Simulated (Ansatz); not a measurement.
## Ge: the change of pressure with volume per atom

Density functional stress and forces at fixed atoms, pressure and stress positive in compression, spin-unpolarised plane waves. The results are calculated, by Ansatz 0.2.0.

Cell of the first row (space group Fd-3m, No. 227):
```
Ge
1.0
      0.0000     2.7234     2.7234
      2.7234     0.0000     2.7234
      2.7234     2.7234     0.0000
Ge
2
Direct
  0.00000 0.00000 0.00000
  0.25000 0.25000 0.25000
```

Settings of every row: periodic directions 3; functional HSE06; spin orbit no; potentials PAW; wave cutoff 420 eV; k mesh 6x6x6; smearing width 0 eV.

Limits: stress loosely converged.

```csv
row,volume per atom (Å³),pressure (GPa)
1,20.199,12.5
2,20.383,11.4
3,20.837,8.8
4,21.488,5.6
5,21.679,4.7
6,21.819,?
7,22.153,2.8
```

Question: what pressure should row 6 give?

Worked fit of pressure. Take u = (V_r/V)^(2/3) − 1 with V_r = 21.163 Å³ an atom, which is twice the finite (Eulerian) strain; such expansions in the strain, on which the Birch-Murnaghan equation of state is built, carry the rest volume and the bulk modulus. The shown rows have u = 0.03157, 0.02535, 0.0104, -0.01011, -0.01593, -0.03002. Least squares give pressure = 7.12 + 157.2 × u + 428 × u² GPa; a straight line predicts inner rows, each left out in turn, worse (root mean square 0.16 against 0.031 GPa). All shown rows lie on it to the printed digit. The withheld row has u = -0.02015, so the fit gives 7.12 + 157.2 × (-0.02015) + 428 × (-0.02015)² = 4.1 GPa.

The calculation gave 4.1 GPa. The fit meets it to the printed digit.
